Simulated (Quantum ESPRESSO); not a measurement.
A run of Quantum ESPRESSO 7.5 is set up as follows.

File run.py:

```python
import numpy as np
from ase.calculators.espresso import Espresso, EspressoProfile
import spglib
from ase import Atoms
from ase.io import read

atoms = read('Pd.cif')
cell, pos, num = spglib.standardize_cell((atoms.cell[:], atoms.get_scaled_positions(), atoms.numbers), to_primitive=True, symprec=1e-4)
atoms = Atoms(numbers=num, cell=cell, scaled_positions=pos, pbc=True)

input_data = {
    'control': {'calculation': 'scf', 'prefix': 'pwscf', 'outdir': './tmp', 'tprnfor': True, 'tstress': True, 'disk_io': 'nowf'},
    'system': {'ecutwfc': 45.0, 'ecutrho': 360.0, 'nbnd': 14, 'occupations': 'smearing', 'smearing': 'fd', 'degauss': 0.00367493},
    'electrons': {'conv_thr': 2e-10, 'electron_maxstep': 120, 'mixing_beta': 0.5},
}
pseudopotentials = {'Pd': 'pd_pbesol_v1.4.uspp.F.UPF'}
profile = EspressoProfile(command='mpirun -n 2 pw.x -nk 2', pseudo_dir='pseudo')
dft = Espresso(profile=profile, input_data=input_data, pseudopotentials=pseudopotentials, kpts=(12, 12, 12), koffset=(0, 0, 0))
atoms.calc = dft

print(f'energy {atoms.get_potential_energy():.8f} eV')
print('forces (eV/A)')
print(np.round(atoms.get_forces(), 6))
print('stress (eV/A^3, Voigt)')
print(np.round(atoms.get_stress(), 8))
print(f'Fermi level {dft.get_fermi_level():.4f} eV')
```

The input Pd.cif:

```cif
data_Pd
_cell_length_a 3.89300000
_cell_length_b 3.89300000
_cell_length_c 3.89300000
_cell_angle_alpha 90.00000000
_cell_angle_beta 90.00000000
_cell_angle_gamma 90.00000000
_space_group_name_H-M_alt 'Fm-3m'
_space_group_name_Hall '-F 4 2 3'
_space_group_IT_number 225
loop_
_space_group_symop_operation_xyz
'x,y,z'
'-x,-y,-z'
'-y,x,z'
'y,-x,-z'
'-x,-y,z'
'x,y,-z'
'y,-x,z'
'-y,x,-z'
'x,-y,-z'
'-x,y,z'
'-y,-x,-z'
'y,x,z'
'-x,y,-z'
'x,-y,z'
'y,x,-z'
'-y,-x,z'
'z,x,y'
'-z,-x,-y'
'z,-y,x'
'-z,y,-x'
'z,-x,-y'
'-z,x,y'
'z,y,-x'
'-z,-y,x'
'-z,x,-y'
'z,-x,y'
'-z,-y,-x'
'z,y,x'
'-z,-x,y'
'z,x,-y'
'-z,y,x'
'z,-y,-x'
'y,z,x'
'-y,-z,-x'
'x,z,-y'
'-x,-z,y'
'-y,z,-x'
'y,-z,x'
'-x,z,y'
'x,-z,-y'
'-y,-z,x'
'y,z,-x'
'-x,-z,-y'
'x,z,y'
'y,-z,-x'
'-y,z,x'
'x,-z,y'
'-x,z,-y'
'x,y+1/2,z+1/2'
'-x,-y+1/2,-z+1/2'
'-y,x+1/2,z+1/2'
'y,-x+1/2,-z+1/2'
'-x,-y+1/2,z+1/2'
'x,y+1/2,-z+1/2'
'y,-x+1/2,z+1/2'
'-y,x+1/2,-z+1/2'
'x,-y+1/2,-z+1/2'
'-x,y+1/2,z+1/2'
'-y,-x+1/2,-z+1/2'
'y,x+1/2,z+1/2'
[... 40 lines left out ...]
'-x+1/2,-y,z+1/2'
'x+1/2,y,-z+1/2'
'y+1/2,-x,z+1/2'
'-y+1/2,x,-z+1/2'
'x+1/2,-y,-z+1/2'
'-x+1/2,y,z+1/2'
'-y+1/2,-x,-z+1/2'
'y+1/2,x,z+1/2'
'-x+1/2,y,-z+1/2'
'x+1/2,-y,z+1/2'
'y+1/2,x,-z+1/2'
'-y+1/2,-x,z+1/2'
'z+1/2,x,y+1/2'
'-z+1/2,-x,-y+1/2'
'z+1/2,-y,x+1/2'
'-z+1/2,y,-x+1/2'
'z+1/2,-x,-y+1/2'
'-z+1/2,x,y+1/2'
'z+1/2,y,-x+1/2'
'-z+1/2,-y,x+1/2'
'-z+1/2,x,-y+1/2'
'z+1/2,-x,y+1/2'
'-z+1/2,-y,-x+1/2'
'z+1/2,y,x+1/2'
'-z+1/2,-x,y+1/2'
'z+1/2,x,-y+1/2'
'-z+1/2,y,x+1/2'
'z+1/2,-y,-x+1/2'
'y+1/2,z,x+1/2'
'-y+1/2,-z,-x+1/2'
'x+1/2,z,-y+1/2'
'-x+1/2,-z,y+1/2'
'-y+1/2,z,-x+1/2'
'y+1/2,-z,x+1/2'
'-x+1/2,z,y+1/2'
'x+1/2,-z,-y+1/2'
'-y+1/2,-z,x+1/2'
'y+1/2,z,-x+1/2'
'-x+1/2,-z,-y+1/2'
'x+1/2,z,y+1/2'
'y+1/2,-z,-x+1/2'
'-y+1/2,z,x+1/2'
'x+1/2,-z,y+1/2'
'-x+1/2,z,-y+1/2'
'x+1/2,y+1/2,z'
'-x+1/2,-y+1/2,-z'
'-y+1/2,x+1/2,z'
'y+1/2,-x+1/2,-z'
'-x+1/2,-y+1/2,z'
'x+1/2,y+1/2,-z'
'y+1/2,-x+1/2,z'
'-y+1/2,x+1/2,-z'
'x+1/2,-y+1/2,-z'
'-x+1/2,y+1/2,z'
'-y+1/2,-x+1/2,-z'
'y+1/2,x+1/2,z'
'-x+1/2,y+1/2,-z'
'x+1/2,-y+1/2,z'
'y+1/2,x+1/2,-z'
'-y+1/2,-x+1/2,z'
'z+1/2,x+1/2,y'
'-z+1/2,-x+1/2,-y'
'z+1/2,-y+1/2,x'
'-z+1/2,y+1/2,-x'
'z+1/2,-x+1/2,-y'
'-z+1/2,x+1/2,y'
'z+1/2,y+1/2,-x'
'-z+1/2,-y+1/2,x'
'-z+1/2,x+1/2,-y'
'z+1/2,-x+1/2,y'
'-z+1/2,-y+1/2,-x'
'z+1/2,y+1/2,x'
'-z+1/2,-x+1/2,y'
'z+1/2,x+1/2,-y'
'-z+1/2,y+1/2,x'
'z+1/2,-y+1/2,-x'
'y+1/2,z+1/2,x'
'-y+1/2,-z+1/2,-x'
'x+1/2,z+1/2,-y'
'-x+1/2,-z+1/2,y'
'-y+1/2,z+1/2,-x'
'y+1/2,-z+1/2,x'
'-x+1/2,z+1/2,y'
'x+1/2,-z+1/2,-y'
'-y+1/2,-z+1/2,x'
'y+1/2,z+1/2,-x'
'-x+1/2,-z+1/2,-y'
'x+1/2,z+1/2,y'
'y+1/2,-z+1/2,-x'
'-y+1/2,z+1/2,x'
'x+1/2,-z+1/2,y'
'-x+1/2,z+1/2,-y'
loop_
_atom_site_label
_atom_site_type_symbol
_atom_site_symmetry_multiplicity
_atom_site_Wyckoff_symbol
_atom_site_fract_x
_atom_site_fract_y
_atom_site_fract_z
_atom_site_occupancy
Pd1 Pd 4 a 0.0000000000 0.0000000000 0.0000000000 1
```

Potentials or basis: GBRV 1.5 PBEsol.

Run with:

```console
$ OMP_NUM_THREADS=1 python run.py
```

(1) What does it give for the band gap on the k mesh?

(2) Estimate the pressure.

Results:

(1) none (metal or under the smearing width).

(2) -2.4 GPa.
